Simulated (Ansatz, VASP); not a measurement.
# Ag in VASP and in Ansatz

```
Ag
1.0
     2.84510    0.00000    0.00000
    -1.42255    2.46393    0.00000
     0.00000    0.00000    4.66818
Ag
2
Direct
  0.33333 0.66667 0.25000
  0.66667 0.33333 0.75000
```

Alike in both runs: functional PBEsol; k mesh 18 × 18 × 10; occupations fermi-dirac, width 0.15 eV; no spin polarisation.

Ansatz relaxed the structure, and its values are those at the end. VASP's run is a single point on that final structure, the one shown.

|  | VASP | Ansatz |
| --- | --- | --- |
| version | VASP 6.6.1 | Ansatz 0.2.0 |
| potentials or method | VASP PAW PBE potentials, release 64 (Ag) | scalar-relativistic, plane waves, PAW |
| plane-wave cutoff (eV) | 520 | 420 |
| valence electrons in the cell | 22 | 38 |

```csv
,VASP,Ansatz,Ansatz less VASP
gap on the k mesh at the Fermi level (eV),none,none,-
pressure (GPa),2.3,2.5,+0.25
```

A gap of «none» marks a metal or a gap that the smearing closes. The two sets of potentials don't hold the same shells in valence.

Caveats: the PAW data sets were made with another functional, which shifts forces and pressure a little (VASP).
